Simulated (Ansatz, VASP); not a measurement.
Two plane-wave programs on Cl

```
Cl
1.0
     3.16583   -2.26490    0.00000
     3.16583    2.26490    0.00000
     0.00000    0.00000    8.26437
Cl
4
Direct
  0.37000 0.63000 0.40000
  0.13000 0.87000 0.90000
  0.63000 0.37000 0.60000
  0.87000 0.13000 0.10000
```

Change from the starting cell: volume scaled by 1.02.

Alike in both runs: task single point; functional PBEsol; k mesh 7 × 7 × 4; occupations fermi-dirac, width 0.05 eV; no spin polarisation.

```csv
,VASP,Ansatz
version,VASP 6.6.1,Ansatz 0.2.0
potentials or method,"VASP PAW PBE potentials, release 64 (Cl)",Ansatz PAW
plane-wave cutoff (eV),520,420
valence electrons in the cell,28,28
```

|  | VASP | Ansatz | Ansatz less VASP |
| --- | --- | --- | --- |
| gap on the k mesh at the Fermi level (eV) | 2.41 | 2.36 | -0.048 |
| least direct gap on the mesh (eV) | 2.46 | 2.41 | -0.048 |
| pressure (GPa) | -1.6 | -1.3 | +0.28 |
| largest component of the traceless stress (GPa) | 1.70 | 1.47 | -0.229 |
| rms of the force components (eV/Å) | 0.299 | 0.220 | -0.0785 |

Atom by atom the forces differ by 0.081 eV/Å (rms over components). With one functional, cell and mesh, what is left measures potentials, basis and numerics.

Caveats: the PAW data sets were made with another functional, which shifts forces and pressure a little (VASP); an odd mesh through Γ misses points on the zone boundary, where band edges often lie (VASP); odd divisions of the mesh miss points on the zone boundary, where band edges often lie, so the gap on the mesh can be too wide (Ansatz); the PAW data sets come from PBE, with cores solved anew for the run's functional, which leaves a small shift of forces and pressure (Ansatz).
